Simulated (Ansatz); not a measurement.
Results of PBEsol+SOC in Ansatz (PAW) for wurtzite InN.

Settings: plane-wave cutoff 520 eV, 12×12×6 k mesh (along the axes of the cell as run), Fermi–Dirac smearing 0.01 eV, PAW data made under PBE.

Response to compression and expansion:

Shape and atoms are relaxed at each volume.

```json
[
 {"V (Å³/atom)": "14.844", "P (GPa)": "6.10", "c (Å)": "5.631", "a (Å)": "3.489"},
 {"V (Å³/atom)": "15.153", "P (GPa)": "2.88", "c (Å)": "5.672", "a (Å)": "3.513"},
 {"V (Å³/atom)": "15.462", "P (GPa)": "0.00", "c (Å)": "5.712", "a (Å)": "3.536"},
 {"V (Å³/atom)": "15.772", "P (GPa)": "-2.57", "c (Å)": "5.752", "a (Å)": "3.559"},
 {"V (Å³/atom)": "16.081", "P (GPa)": "-4.87", "c (Å)": "5.791", "a (Å)": "3.581"}
]
```

Note: this level leaves the solid without a gap, although one is measured.

Ansatz is a first-principles code.
